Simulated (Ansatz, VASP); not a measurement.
**CuO in VASP and in Ansatz**

```
Cu O
1.0
     3.17953    0.00000    0.00000
    -1.58977    2.75356    0.00000
     0.00000    0.00000    4.43149
Cu O
2 2
Direct
  0.00000 0.00000 0.00000
  0.00000 0.00000 0.50000
  0.33333 0.66667 0.25000
  0.66667 0.33333 0.75000
```

Measurements of this composition are mostly on another form, of space group No. 15.

Alike in both runs: functional LDA; k mesh 10 × 10 × 6; occupations fermi-dirac, width 0.05 eV; no spin polarisation; Hubbard terms Cu d U = 6.0 eV.

|  | VASP | Ansatz |
| --- | --- | --- |
| version | VASP 6.6.1 | Ansatz 0.2.0 |
| potentials or method | VASP PAW LDA potentials, release 64 (Cu, O) | Ansatz PAW |
| plane-wave cutoff (eV) | 520 | 420 |
| valence electrons in the cell | 34 | 50 |
| task | single point | projected density of states |

Ansatz gave:

| Item | Value |
| --- | --- |
| gap on the k mesh at the Fermi level (eV) | none |
| pressure (GPa) | -6.5 |
| largest component of the traceless stress (GPa) | 26.13 |

Q: Which values does VASP return?

A: gap on the k mesh at the Fermi level (eV): none; pressure (GPa): -15.6; largest component of the traceless stress (GPa): 25.74.

The programs project onto different local orbitals, so the same U acts differently. A gap of «none» marks a metal or a gap that the smearing closes. The two sets of potentials don't hold the same shells in valence.

Caveats: the run has no spin polarisation, though such a crystal can be magnetic; U without spin polarisation on a metal has little footing; the pressure holds a Pulay correction of +1.0 GPa for the finite cutoff (Ansatz); the PAW data sets come from PBE, with cores solved anew for the run's functional, which leaves a small shift of forces and pressure (Ansatz); the density of states is complete only up to the lowest level of the last band computed (Ansatz).
